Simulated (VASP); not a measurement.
A run of VASP 6.6.1 is set up as follows.

The input INCAR:

```
SYSTEM = TiO2
ALGO = Normal
EDIFF = 1E-7
EDIFFG = -0.01
ENCUT = 600
GGA = PE
IBRION = 2
ISIF = 3
ISMEAR = -1
LASPH = .True.
LCHARG = .False.
LREAL = .False.
LWAVE = .False.
NELM = 100
NSW = 60
PREC = Accurate
PSTRESS = 100
SIGMA = 0.05
```

File KPOINTS:

```
k-points
0
Gamma
  5 5 5
  0 0 0
```

File POSCAR:

```
TiO2
1.0
    4.8126997814      0.0000000000      0.0000000000
    0.0000000000      4.8718844600      0.0000000000
   -0.8628854487      0.0000000000      4.9665942755
Ti O
4 8
Direct
    0.2774352600      0.0528083600      0.2131482700
    0.7225647400      0.5528083600      0.2868517300
    0.7225647400      0.9471916400      0.7868517300
    0.2774352600      0.4471916400      0.7131482700
    0.0638382200      0.1769655200      0.8515567400
    0.9361617800      0.6769655200      0.6484432600
    0.9361617800      0.8230344800      0.1484432600
    0.0638382200      0.3230344800      0.3515567400
    0.4453609900      0.7576317400      0.4667718600
    0.5546390100      0.2576317400      0.0332281400
    0.5546390100      0.2423682600      0.5332281400
    0.4453609900      0.7423682600      0.9667718600
```

Potentials or basis: VASP PAW PBE potentials, release 64 (Ti_sv, O).

The run is started by

```sh
$ cat potpaw_PBE.64/Ti_sv/POTCAR potpaw_PBE.64/O/POTCAR > POTCAR
$ mpirun -np 1 vasp_std > vasp.out
```

Task: Predict the relaxed volume.

Result: 9.42 Å³/atom.

Task: What does it give for the relaxed cell?

Result: a = 4.749 Å, b = 4.870 Å, c = 4.960 Å, α = 90.00°, β = 99.62°, γ = 90.00°.

Task: Estimate the space group after relaxing (to 0.05 Å).

Result: P2_1/c (No. 14).

Stress tensor (GPa, compression positive):
```
10.04  0.00  0.04
 0.00  9.91  0.00
 0.04  0.00 10.09
```

Caveat: the cell is relaxed towards a set pressure, so the enthalpy falls and the energy may rise.
